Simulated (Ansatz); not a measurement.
# Zn (P6_3/mmc) in Ansatz: notebook, part 2 of 2

Ansatz 0.2.0. The steps go on from the part before.

## (3) Relaxation of cell and atoms, PBEsol, target pressure 20 GPa, at which the enthalpy is minimised

Contents of input.yaml:

```yaml
crystal:
  lattice:
    - [2.67, 0.0, 0.0]
    - [-1.335, 2.3122878281, 0.0]
    - [0.0, 0.0, 4.966]
  atoms:
    - { symbol: Zn, position: [0.6666666667, 0.3333333333, 0.75] }
    - { symbol: Zn, position: [0.3333333333, 0.6666666667, 0.25] }
hamiltonian:
  xc: pbesol
  pseudopotentials: { kind: paw }
kpoints:
  mp_grid: { grid: [11, 11, 6] }
scf:
  occupations: { method: fermi_dirac, width: 0.05 }
output:
  forces: true
  stress: true
  eigenvalues: true
  write_density: true
  write_potential: true
  elf: true
  volumetric_format: npy
relax:
  f_tol: 0.01
  max_steps: 40
  cell: { stress_tol: 0.05, p_target: 20.0 }
```

Potentials or basis: Ansatz PAW.

Run with:

```
$ ansatz run input.yaml --threads 2 --pin off --max-ram 5632MiB --backend cpu --events-out ev --progress --plain --runs-dir out
```

Standard output:

```text
Warning: RAYON_NUM_THREADS=2 ignored (pool sized by the plan → 2); use --threads N
Engine: ansatz 0.2.0, aarch64-unknown-linux-gnu
Pseudopotentials: kind: paw
Pseudopotential: Zn, paw, valence charge 12, recommended cutoff 420 eV (normal), Zn.paw.azcp
Functional definition: PBEsol
  exchange = pbesol_x
  correlation = pbesol_c
Crystal: 2 atoms, lattice volume = 30.659 Å³
Basis set: ecut = 420 eV, 623 PW (Γ), exchange–correlation on 36×36×72 points (8 copies of the dense FFT grid, shifted against one another)
Bands: 16, of which v1, the nominal top of the filled ones, is band 12 counted from 1 (11 counted from 0)
Symmetry: 24 space group operations
Space group: P63/mmc (ITA 194), of the structure as read, at distance tolerance 3.1e-5 Å
k-points: 64 of 726
Non-local potential: Zn, projectors of the file, l = 0: 2, l = 1: 2, l = 2: 3, l = 3: 1
PAW form: soft (Blöchl's): semilocal exchange-correlation on the pseudo side does not see the compensation charge
PAW frozen core: Zn, regenerated for the run's functional, and the local potential with it (the file was generated under x = pbe(κ = 0.804, μ = 0.2195149727645171), c = pbe(β = 0.06672455060314922))
PAW one-centre angular grid: Zn, 590 points (default); XC on 64 Gauss nodes
Initial density: superposition of atomic densities (neutral atoms: chi_scale 0, normalization atom), corrected by the library's trained network
Initial wavefunctions: pseudopotential atomic-orbital guess
Functional: x = pbesol(κ = 0.804, μ = 0.12345679012345678), c = pbesol(β = 0.046)
SCF iter   1: F=—  HF=-6561.755543 eV  |F-HF|=—  |Δ(HF+E_count)|=         —  Δρ=4.64e-3  dr2=3.51e-3  ethr=1.77e-3  ⟨swp⟩=5.1  Hψ=5117  notcnv=0
preconditioner: auto → none  [metal: Δε(μ)=0.048 eV  Ē_g=12.952 eV  σ=0.050 eV  W_gap=0.22  n_scr=4 (ndim 8)  ℏωp=32.9 eV  f_vac=0.000  D(μ)=0.60/eV (n_scr^D=2)  sad-step TF]
[... 108 lines left out ...]
  E_vxc        = -111.727845  (∫ρ·V_xc dr)
  E_paw        = -3571.763914  (= ΣΔE_a)
  E_vpaw       = -775.090844  (= ΣTr[D̂ρ^β])
  E_aug_tail   = -0.000766  (compensation charges beyond the density's cutoff)
  E_ewald      = -2613.060665
  E_core_change = 1.594710  (= ΣΔE_core)
  E_smearing   = -0.003096  (= −TS)
  E_closure    = -0.000000  (closes the sum)
  Σ components = -6561.617401   (vs F -6561.617401, Δ=0.00e0)
--- Forces (eV/Å), atoms counted from 1 ---
  atom   1  Zn     0.00000000     0.00000000    -0.00000000
  atom   2  Zn     0.00000000    -0.00000000     0.00000000
  max |Σ_I F_I| component: 7.40e-17 eV/Å
--- Stress (GPa, compression-positive) ---
       20.008235      -0.000000      -0.000000
        0.000000      20.008235       0.000000
       -0.000000       0.000000      19.964283
  P = ⅓ Tr σ = 19.9936 GPa (199.936 kbar)
--- Band table (eV; the first three rows and the last of 64) ---
  k-point 0: bands = ["2.3660", "5.2175", "6.4064", "6.5079", "6.5079", "6.6382", "6.6382", "6.8785", "6.8785", "7.3983", "7.3983", "10.6248", "13.5930", "32.7951", "32.7951", "33.7010"]
  k-point 1: bands = ["2.6055", "5.2000", "6.3827", "6.4832", "6.4832", "6.6093", "6.6093", "6.9471", "6.9471", "7.3841", "7.3841", "9.1087", "15.5992", "31.5282", "33.0407", "33.0407"]
  k-point 2: bands = ["3.2966", "5.0219", "6.3462", "6.4610", "6.4610", "6.5436", "6.5436", "7.0892", "7.0892", "7.3068", "7.3318", "7.3318", "18.9846", "27.0803", "33.7409", "33.7409"]
  k-point 63: bands = ["5.8659", "5.8659", "6.1637", "6.1637", "6.5013", "6.5013", "6.9065", "6.9065", "7.4314", "7.4314", "14.4684", "14.4684", "16.2311", "16.2311", "18.4752", "18.4752"]
--- Relaxed structure (7 steps of the walk, 7 accepted, 1 SCFs on fresh bases) ---
  F+E_penalty+E_count = -6561.61740107 eV   max|allowed force component| = 2.035e-16 eV/Å   (the final SCF, on the basis selected at the relaxed cell)
  cell:  # Å, volume = 24.0739 Å³
    - [2.5576482516591343, 2.1872146756263156e-33, 4.9289344802846575e-33]
    - [-1.2788241258295672, 2.2149883598816653, -2.8438967933437123e-33]
    - [8.760006750329073e-33, -2.852095221037373e-33, 4.249460923473911]
  atoms:
    - { symbol: Zn, position: [0.6666666666666667, 0.33333333333333337, 0.7499999999999999] }
    - { symbol: Zn, position: [0.33333333333333337, 0.6666666666666667, 0.25] }
```

rho_z.tsv:

```text
# z_ang	rho[e/angstrom^3]
# format = ansatz-planar-average/11
# lattice	2.557648252	0.000000000	0.000000000
# lattice	-1.278824126	2.214988360	-0.000000000
# lattice	0.000000000	-0.000000000	4.249460923
# sites	2
# site	30	1.278824126	0.738329453	3.187095693
# site	30	0.000000000	1.476658907	1.062365231
0.000000	2.452940e-1
0.141649	2.596287e-1
0.283297	3.081454e-1
0.424946	4.086019e-1
0.566595	6.244257e-1
0.708243	1.106569e0
[... 22 lines left out ...]
3.966164	3.081454e-1
4.107812	2.596287e-1
```

v_z.tsv:

```text
# z_ang	v_es[eV]	v_tot[eV]
# format = ansatz-planar-average/11
# xc	pbesol
# density_cutoff_ev	1680
# datasets	Zn=:simpson_from_first_knot:soft:shift=-765113
# lattice	2.557648252	0.000000000	0.000000000
# lattice	-1.278824126	2.214988360	-0.000000000
# lattice	0.000000000	-0.000000000	4.249460923
# sites	2
# site	30	1.278824126	0.738329453	3.187095693
# site	30	0.000000000	1.476658907	1.062365231
0.000000	1.340423e1	3.104716e0
0.141649	1.274026e1	2.334360e0
0.283297	1.066180e1	-1.025561e-1
0.424946	7.684194e0	-3.891090e0
0.566595	4.568518e0	-8.185985e0
0.708243	1.737513e0	-1.220286e1
[... 22 lines left out ...]
3.966164	1.066180e1	-1.025561e-1
4.107812	1.274026e1	2.334360e0
```

Wall time 10 s (2 threads of Arm Neoverse V2, shared host); peak memory 0.32 GiB.

What came out:

```yaml
Free_energy: -6561.6174 eV
Relaxed_volume: 12.04 Å³/atom
Relaxed_cell: a = 2.558 Å, b = 2.558 Å, c = 4.249 Å, α = 90.00°, β = 90.00°, γ = 120.00°
Space_group_after_relaxing_to_0.05_Å: P6_3/mmc (No. 194)
Energy_change_on_relaxing_the_enthalpy_is_what_falls: +68.5 meV/atom
Ionic_steps: 8
Pressure_after_relaxing: 20.0 GPa
Band_gap_on_the_k_mesh: none (metal or under the smearing width)
```

Step by step:
```tsv
step	energy change (eV)	largest force (eV/Å)	volume (Å³)
1	0.0000	0.0000	30.66
2	-0.0321	0.0000	27.13
3	0.1112	0.0000	24.59
4	0.1749	0.0000	23.82
5	0.1930	0.0000	23.66
6	0.1382	0.0000	24.04
7	0.1342	0.0000	24.07
8	0.1370	0.0000	24.07
```

Final structure:
```
Zn
1.0
     2.55765    0.00000    0.00000
    -1.27882    2.21499    0.00000
     0.00000    0.00000    4.24946
Zn
2
Direct
  0.66667 0.33333 0.75000
  0.33333 0.66667 0.25000
```

Caveat: the volume moved by over 15 % at a fixed basis, so the end points are rough; the plane-wave basis is chosen anew once the cell has moved, so the energies of steps on either side of that aren't comparable; the PAW data sets come from PBE, with cores solved anew for the run's functional, which leaves a small shift of forces and pressure.

## (4) Relaxation of cell and atoms, PBEsol, target pressure 30 GPa, at which the enthalpy is minimised

Edit input.yaml of step 3 so:

```diff
@@ -26,2 +26,2 @@
   max_steps: 40
-  cell: { stress_tol: 0.05, p_target: 20.0 }
+  cell: { stress_tol: 0.05, p_target: 30.0 }
```

Run with:

```
$ ansatz run input.yaml --threads 2 --pin off --max-ram 5632MiB --backend cpu --events-out ev --progress --plain --runs-dir out
```

Wall time 10 s (2 threads of Arm Neoverse V2, shared host); peak memory 0.32 GiB.

The run converged. Its results:

| Property | Result |
| --- | --- |
| Free energy | -6561.4394 eV |
| Relaxed volume | 11.46 Å³/atom |
| Relaxed cell | a = 2.514 Å, b = 2.514 Å, c = 4.190 Å, α = 90.00°, β = 90.00°, γ = 120.00° |
| Space group after relaxing (to 0.05 Å) | P6_3/mmc (No. 194) |
| Energy change on relaxing (the enthalpy is what falls) | +157.5 meV/atom |
| Ionic steps | 8 |
| Pressure after relaxing | 30.0 GPa |
| Band gap on the k mesh | none (metal or under the smearing width) |

The path:
```csv
step,energy change (eV),largest force (eV/Å),volume (Å³)
1,0.0000,0.0000,30.66
2,-0.0242,0.0000,26.94
3,0.1785,0.0000,24.12
4,0.3819,0.0000,22.61
5,0.3369,0.0000,22.79
6,0.2929,0.0000,23.02
7,0.3115,0.0000,22.92
8,0.3150,0.0000,22.92
```

Final structure:
```
CELL_PARAMETERS angstrom
2.51356 0.00000 0.00000
-1.25678 2.17681 0.00000
0.00000 0.00000 4.18952
ATOMIC_POSITIONS crystal
Zn 0.66667 0.33333 0.75000
Zn 0.33333 0.66667 0.25000
```

Levels at points of the mesh, in eV from the Fermi level:
| k point | band 10 | band 11 | band 12 | band 13 | band 14 | band 15 |
| --- | --- | --- | --- | --- | --- | --- |
| (0.00, 0.00, 0.00) | -8.02 | -8.02 | -4.98 | -1.65 | 18.21 | 18.21 |
| (0.00, 0.00, -0.50) | -8.21 | -8.21 | -8.21 | 7.74 | 7.74 | 19.50 |

Caveat: the volume moved by over 15 % at a fixed basis, so the end points are rough; the plane-wave basis is chosen anew once the cell has moved, so the energies of steps on either side of that aren't comparable; the PAW data sets come from PBE, with cores solved anew for the run's functional, which leaves a small shift of forces and pressure.

## (5) Summary

```tsv
cell	target pressure (GPa)	gap on the mesh (eV)	pressure (GPa)
relaxed to 10 GPa	10	none	10.0
relaxed to 20 GPa	20	none	20.0
relaxed to 30 GPa	30	none	30.0
```

Alike in all rows: task relaxation of cell and atoms; level PBEsol; potentials or basis Ansatz PAW; no spin polarisation; k mesh 11 × 11 × 6; cutoff (eV) 420; smearing fermi-dirac 0.05 eV.

Caveats: the volume moved by over 15 % at a fixed basis, so the end points are rough; the plane-wave basis is chosen anew once the cell has moved, so the energies of steps on either side of that aren't comparable; the PAW data sets come from PBE, with cores solved anew for the run's functional, which leaves a small shift of forces and pressure.

Total energies depend on the potentials used, so only differences within one code and one set of settings carry meaning.
